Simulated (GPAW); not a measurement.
# Al (Im-3m) in GPAW: single point with PBE

Aim: the single point of Al with PBE.

Everything below comes from runs of GPAW 26.7.0. Logs are shortened: lines on timing, memory, paths and dates and some standing lists are left out, and cuts for length are marked. The log counts tension as positive stress, the text compression.

### 1 The structure

Symmetry: Im-3m, No. 229, cubic system. Conventional cell: a = 3.182 Å, b = 3.182 Å, c = 3.182 Å, α = 90.00°, β = 90.00°, γ = 90.00°. Around Al (site symmetry m-3m) lie 8 Al at 2.76 Å.

This isn't the form of Al at room conditions, which is fcc.

### 2 Single point, PBE

File run.py:

```python
from ase.dft.bandgap import bandgap
from ase.io import read, write
from ase.units import GPa
from gpaw import GPAW, PW, setup_paths

setup_paths.insert(0, '.')

atoms = read('Al.cif')

calc = GPAW(mode=PW(400),
            xc='PBE',
            kpts={'size': (7, 7, 7), 'gamma': True},
            occupations={'name': 'fermi-dirac', 'width': 0.05},
            nbands=10,
            convergence={'density': 1e-05, 'energy': 1e-05},
            maxiter=80,
            txt='gpaw.txt')
atoms.calc = calc
energy = atoms.get_potential_energy()
forces = atoms.get_forces()
stress = atoms.get_stress()
calc.write('gs.gpw')
write('result.traj', atoms)
print(f'Energy: {energy:.6f} eV')
print('Forces (eV/A):')
print(forces.round(4))
print('Stress (GPa):', (stress / GPa).round(3))
print('Fermi level:', round(calc.get_fermi_level(), 4), 'eV')
print(f'Gap: {bandgap(calc)[0]:.4f} eV, direct: {bandgap(calc, direct=True)[0]:.4f} eV')
```

File Al.cif:

```cif
data_Al
_cell_length_a 3.18243738
_cell_length_b 3.18243738
_cell_length_c 3.18243738
_cell_angle_alpha 90.00000000
_cell_angle_beta 90.00000000
_cell_angle_gamma 90.00000000
_space_group_name_H-M_alt 'Im-3m'
_space_group_name_Hall '-I 4 2 3'
_space_group_IT_number 229
loop_
_space_group_symop_operation_xyz
'x,y,z'
'-x,-y,-z'
'-y,x,z'
'y,-x,-z'
'-x,-y,z'
'x,y,-z'
'y,-x,z'
'-y,x,-z'
'x,-y,-z'
'-x,y,z'
'-y,-x,-z'
'y,x,z'
'-x,y,-z'
'x,-y,z'
'y,x,-z'
'-y,-x,z'
'z,x,y'
'-z,-x,-y'
'z,-y,x'
'-z,y,-x'
'z,-x,-y'
'-z,x,y'
'z,y,-x'
'-z,-y,x'
'-z,x,-y'
'z,-x,y'
'-z,-y,-x'
'z,y,x'
'-z,-x,y'
'z,x,-y'
'-z,y,x'
'z,-y,-x'
'y,z,x'
'-y,-z,-x'
'x,z,-y'
'-x,-z,y'
'-y,z,-x'
'y,-z,x'
'-x,z,y'
'x,-z,-y'
'-y,-z,x'
'y,z,-x'
'-x,-z,-y'
'x,z,y'
'y,-z,-x'
'-y,z,x'
'x,-z,y'
'-x,z,-y'
'x+1/2,y+1/2,z+1/2'
'-x+1/2,-y+1/2,-z+1/2'
'-y+1/2,x+1/2,z+1/2'
'y+1/2,-x+1/2,-z+1/2'
'-x+1/2,-y+1/2,z+1/2'
'x+1/2,y+1/2,-z+1/2'
'y+1/2,-x+1/2,z+1/2'
'-y+1/2,x+1/2,-z+1/2'
'x+1/2,-y+1/2,-z+1/2'
'-x+1/2,y+1/2,z+1/2'
'-y+1/2,-x+1/2,-z+1/2'
'y+1/2,x+1/2,z+1/2'
'-x+1/2,y+1/2,-z+1/2'
'x+1/2,-y+1/2,z+1/2'
'y+1/2,x+1/2,-z+1/2'
'-y+1/2,-x+1/2,z+1/2'
'z+1/2,x+1/2,y+1/2'
'-z+1/2,-x+1/2,-y+1/2'
'z+1/2,-y+1/2,x+1/2'
'-z+1/2,y+1/2,-x+1/2'
'z+1/2,-x+1/2,-y+1/2'
'-z+1/2,x+1/2,y+1/2'
'z+1/2,y+1/2,-x+1/2'
'-z+1/2,-y+1/2,x+1/2'
'-z+1/2,x+1/2,-y+1/2'
'z+1/2,-x+1/2,y+1/2'
'-z+1/2,-y+1/2,-x+1/2'
'z+1/2,y+1/2,x+1/2'
'-z+1/2,-x+1/2,y+1/2'
'z+1/2,x+1/2,-y+1/2'
'-z+1/2,y+1/2,x+1/2'
'z+1/2,-y+1/2,-x+1/2'
'y+1/2,z+1/2,x+1/2'
'-y+1/2,-z+1/2,-x+1/2'
'x+1/2,z+1/2,-y+1/2'
'-x+1/2,-z+1/2,y+1/2'
'-y+1/2,z+1/2,-x+1/2'
'y+1/2,-z+1/2,x+1/2'
'-x+1/2,z+1/2,y+1/2'
'x+1/2,-z+1/2,-y+1/2'
'-y+1/2,-z+1/2,x+1/2'
'y+1/2,z+1/2,-x+1/2'
'-x+1/2,-z+1/2,-y+1/2'
'x+1/2,z+1/2,y+1/2'
'y+1/2,-z+1/2,-x+1/2'
'-y+1/2,z+1/2,x+1/2'
'x+1/2,-z+1/2,y+1/2'
'-x+1/2,z+1/2,-y+1/2'
loop_
_atom_site_label
_atom_site_type_symbol
_atom_site_symmetry_multiplicity
_atom_site_Wyckoff_symbol
_atom_site_fract_x
_atom_site_fract_y
_atom_site_fract_z
_atom_site_occupancy
Al1 Al 2 a 0.0000000000 0.0000000000 0.0000000000 1
```

Potentials or basis: PAW data sets generated in the run's folder for this functional, pw.

The run is started by

```bash
$ gpaw-setup -f PBE Al
$ OMP_NUM_THREADS=1 python run.py
```

gpaw.txt:

```text
__  _  _
 | _ |_)|_||  |
 |__||  | ||/\| - 26.7.0

Input parameters:
  mode=PW(ecut=400.0),
  convergence={'density': 1e-05, 'energy': 1e-05},
  kpts=MonkhorstPack(size=(7, 7, 7), gamma=True),
  maxiter=80,
  nbands=10,
  occupations=Occupations(name='fermi-dirac', width=0.05),
  xc=XC(name='PBE')

Diagonalizing LCAO Hamiltonian
Converting LCAO to pw mode
   .-------.
  /|       |
 * |       |
 | |  Al   |
 | .-------.
 |/       /
 Al------*

Atoms  # Å, Bohr magnetons
|   | symbol |        x |        y |        z |    initial magnetic moments |
|---|--------|----------|----------|----------|-----------------------------|
| 0 |     Al | 0.000000 | 0.000000 | 0.000000 | ( 0.0000,  0.0000,  0.0000) |
| 1 |     Al | 1.591219 | 1.591219 | 1.591219 | ( 0.0000,  0.0000,  0.0000) |

Unit cell  # Å
| periodic |        x |        y |        z |  lengths |    angles |
|----------|----------|----------|----------|----------|-----------|
|      yes | 3.182437 | 0.000000 | 0.000000 | 3.182437 | 90.000000 |
|      yes | 0.000000 | 3.182437 | 0.000000 | 3.182437 | 90.000000 |
|      yes | 0.000000 | 0.000000 | 3.182437 | 3.182437 | 90.000000 |

Number of symmetries: 48
Symmetry operations  # r_c * U_cc + t_c -> r_c
|    | kind |            matrix            |
|----|------|------------------------------|
|  0 |  E   |  1, 0, 0,  0, 1, 0,  0, 0, 1 |
|  1 |  σ   |  1, 0, 0,  0, 1, 0,  0, 0,-1 |
|  2 |  σ   |  1, 0, 0,  0, 0, 1,  0, 1, 0 |
|  3 |  C4  |  1, 0, 0,  0, 0, 1,  0,-1, 0 |
|  4 |  C4  |  1, 0, 0,  0, 0,-1,  0, 1, 0 |
|  5 |  σ   |  1, 0, 0,  0, 0,-1,  0,-1, 0 |
|  6 |  σ   |  1, 0, 0,  0,-1, 0,  0, 0, 1 |
|  7 |  C2  |  1, 0, 0,  0,-1, 0,  0, 0,-1 |
|  8 |  σ   |  0, 1, 0,  1, 0, 0,  0, 0, 1 |
|  9 |  C2  |  0, 1, 0,  1, 0, 0,  0, 0,-1 |
| 10 |  C3  |  0, 1, 0,  0, 0, 1,  1, 0, 0 |
| 11 |  S6  |  0, 1, 0,  0, 0, 1, -1, 0, 0 |
| 12 |  S6  |  0, 1, 0,  0, 0,-1,  1, 0, 0 |
| 13 |  C3  |  0, 1, 0,  0, 0,-1, -1, 0, 0 |
| 14 |  C4  |  0, 1, 0, -1, 0, 0,  0, 0, 1 |
| 15 |  S4  |  0, 1, 0, -1, 0, 0,  0, 0,-1 |
| 16 |  C3  |  0, 0, 1,  1, 0, 0,  0, 1, 0 |
| 17 |  S6  |  0, 0, 1,  1, 0, 0,  0,-1, 0 |
| 18 |  σ   |  0, 0, 1,  0, 1, 0,  1, 0, 0 |
| 19 |  C4  |  0, 0, 1,  0, 1, 0, -1, 0, 0 |
| 20 |  C2  |  0, 0, 1,  0,-1, 0,  1, 0, 0 |
| 21 |  S4  |  0, 0, 1,  0,-1, 0, -1, 0, 0 |
| 22 |  S6  |  0, 0, 1, -1, 0, 0,  0, 1, 0 |
| 23 |  C3  |  0, 0, 1, -1, 0, 0,  0,-1, 0 |
| 24 |  S6  |  0, 0,-1,  1, 0, 0,  0, 1, 0 |
| 25 |  C3  |  0, 0,-1,  1, 0, 0,  0,-1, 0 |
| 26 |  C4  |  0, 0,-1,  0, 1, 0,  1, 0, 0 |
| 27 |  σ   |  0, 0,-1,  0, 1, 0, -1, 0, 0 |
| 28 |  S4  |  0, 0,-1,  0,-1, 0,  1, 0, 0 |
| 29 |  C2  |  0, 0,-1,  0,-1, 0, -1, 0, 0 |
| 30 |  C3  |  0, 0,-1, -1, 0, 0,  0, 1, 0 |
| 31 |  S6  |  0, 0,-1, -1, 0, 0,  0,-1, 0 |
| 32 |  C4  |  0,-1, 0,  1, 0, 0,  0, 0, 1 |
| 33 |  S4  |  0,-1, 0,  1, 0, 0,  0, 0,-1 |
| 34 |  S6  |  0,-1, 0,  0, 0, 1,  1, 0, 0 |
| 35 |  C3  |  0,-1, 0,  0, 0, 1, -1, 0, 0 |
| 36 |  C3  |  0,-1, 0,  0, 0,-1,  1, 0, 0 |
| 37 |  S6  |  0,-1, 0,  0, 0,-1, -1, 0, 0 |
| 38 |  σ   |  0,-1, 0, -1, 0, 0,  0, 0, 1 |
| 39 |  C2  |  0,-1, 0, -1, 0, 0,  0, 0,-1 |
| 40 |  σ   | -1, 0, 0,  0, 1, 0,  0, 0, 1 |
| 41 |  C2  | -1, 0, 0,  0, 1, 0,  0, 0,-1 |
| 42 |  C2  | -1, 0, 0,  0, 0, 1,  0, 1, 0 |
| 43 |  S4  | -1, 0, 0,  0, 0, 1,  0,-1, 0 |
| 44 |  S4  | -1, 0, 0,  0, 0,-1,  0, 1, 0 |
| 45 |  C2  | -1, 0, 0,  0, 0,-1,  0,-1, 0 |
| 46 |  C2  | -1, 0, 0,  0,-1, 0,  0, 0, 1 |
| 47 |  i   | -1, 0, 0,  0,-1, 0,  0, 0,-1 |

BZ-sampling:
  Number of BZ points: 343
  Number of IBZ points: 20

  Monkhorst-Pack size: [7, 7, 7]
  Monkhorst-Pack shift: [0, 0, 0]

K-points  # in reciprocal-cell coordinates
|     |                                coordinates |     weight |
|-----|--------------------------------------------|------------|
|   0 | (  0.00000000,   0.00000000,   0.00000000) | 0.00291545 |
|   1 | (  0.14285714,   0.00000000,   0.00000000) | 0.01749271 |
|   2 | (  0.14285714,   0.14285714,   0.00000000) | 0.03498542 |
|   3 | (  0.14285714,   0.14285714,   0.14285714) | 0.02332362 |
|   4 | (  0.28571429,   0.00000000,   0.00000000) | 0.01749271 |
|   5 | (  0.28571429,   0.14285714,   0.00000000) | 0.06997085 |
|   6 | (  0.28571429,   0.14285714,   0.14285714) | 0.06997085 |
|   7 | (  0.28571429,   0.28571429,   0.00000000) | 0.03498542 |
|   8 | (  0.28571429,   0.28571429,   0.14285714) | 0.06997085 |
|   9 | (  0.28571429,   0.28571429,   0.28571429) | 0.02332362 |
| ... |                                            |            |
|  19 | (  0.42857143,   0.42857143,   0.42857143) | 0.02332362 |

Plane wave coefficients: 594
Cutoff: 400.0 eV

Spin-components: 1 (collinear spins)
Bands:           10
Projectors:      10
Spin-degeneracy: 2
Datatype:        complex128

Density:
  Valence electrons: 6.0
  Components: 1
  Grid points: [15 15 15]
  Charge: 0.0  # |e|

Potential:
  Grid points: [15 15 15]

species:
  Al:
    name:    Aluminium
    Z:       13.0
    valence: 3
    core:    10
    charge:  0.0  # [|e|]
    compensation charges:
      type: gauss
      rc: 0.34  # [Å]
      lmax: 2
    cutoffs:
      filter: 1.91  # [Å]
      core: 2.36  # [Å]
    projectors
    | kind |    occ | energy [eV] | rcut [Å] |
    |------|--------|-------------|----------|
    |   3s |  2.000 |      -7.753 |    1.085 |
    |   3p |  1.000 |      -2.712 |    1.085 |
    |    s |        |      19.459 |    1.085 |
    |    p |        |      24.499 |    1.085 |
    |    d |        |       0.000 |    1.085 |

    Using partial waves for Al as LCAO basis

Reference energy: -13206.846959  # eV

eigensolver:
  PPCG
  Converge bands: occupied
  niter=2

density mixing:
  MSR1-Mixer
  Pratt-step length: 0.05
  Maximum mixing coefficient: 0.75
  Old densities: 10
  SVD Regularization: 0.005
  Good broyden scale: 1.0
  Trust region scale: 1.0
  Backstep threshold: 4.0
  History deletion threshold: 6.0
  Fourier metric: weight=20.0, sigma=0.015

occupation numbers:
  Fermi-Dirac:
    width: 0.0500  # eV

poisson solver:
  ecut: 3200.0  # eV

xc functional:
  name: PBE with 2 nearest neighbor stencil

convergence criteria:
- Maximum integral of absolute [dens]ity change: 1e-05 electrons / valence electron
- Maximum [total energy] change in last 3 cyles: 1e-05 eV / valence electron
- Maximum integral of absolute [eigenst]ate change: 4e-08 eV^2 / valence electron
maximum number of iterations: 80

SCF iterations
|iter     | |      energy | eigst |  dens |
|---------|-|-------------|-------|-------|
|iter:   1| |   -7.242982 | -0.21 |       |
|iter:   2| |   -7.243393 | -3.24 | -0.99 |
|iter:   3| |   -7.239732 | -3.30 | -1.01 |
|iter:   4| |   -7.240671 | -3.89 | -1.59 |
|iter:   5| |   -7.240720 | -5.72 | -2.74 |
|iter:   6| |   -7.240729c| -6.19 | -3.15 |
|iter:   7| |   -7.240729c| -8.18c| -4.71 |
|iter:   8| |   -7.240729c| -9.08c| -5.20c|

Converged in 8 steps
Energy contributions relative to reference atoms: (reference = -13206.846959)

Energy contributions:
  Kinetic:          10.153869
  Coulomb:          -5.675800
  Zero:             -0.014455
  External:          0.000000
  Xc:              -11.696033
  Entropy:          -0.016620
  Spinorbit:         0.000000
  ----------------------------
  Free energy:      -7.249039
  Extrapolated:     -7.240729

dipole moment: (-5.462700, -5.462700, -5.462700)  # |e|*Ang

Fermi level: 7.519
Eigenvalues  # (at kpt = [0.000, 0.000, 0.000])
| band index |      eig [eV] | occ [0-2] |
|------------|---------------|-----------|
|          0 |        -3.909 |     2.000 |
|          1 |         9.305 |     0.000 |
|          2 |         9.305 |     0.000 |
|          3 |         9.305 |     0.000 |
|          4 |        10.336 |     0.000 |
|          5 |        10.336 |     0.000 |
|          6 |        13.264 |     0.000 |
|          7 |        20.819 |     0.000 |
|          8 |        20.978 |     0.000 |
|          9 |        22.448 |     0.000 |

No gap
No difference between direct/indirect transitions

Forces  # eV/Ang
|       x |       y |       z |
|---------|---------|---------|
| 0.00000 | 0.00000 | 0.00000 |  # Al   0
| 0.00000 | 0.00000 | 0.00000 |  # Al   1

Stress tensor  # eV/Ang^3
|         x |         y |         z |
|-----------|-----------|-----------|
| -0.024687 |  0.000000 |  0.000000 |
|  0.000000 | -0.024687 |  0.000000 |
|  0.000000 |  0.000000 | -0.024687 |

# Writing to gs.gpw (mode='')
```

It took 4 s on 1 thread of Arm Neoverse V1, shared host; peak memory 0.12 GiB.

These settings aren't checked as converged: the numbers below hold their error.

What came out:

* Free energy: -7.2490 eV
* Pressure: 4.0 GPa
* Band gap on the k mesh: none (metal or under the smearing width)

Caveat: the cutoff is short for stress and forces, so pressures can be off by a GPa or more.
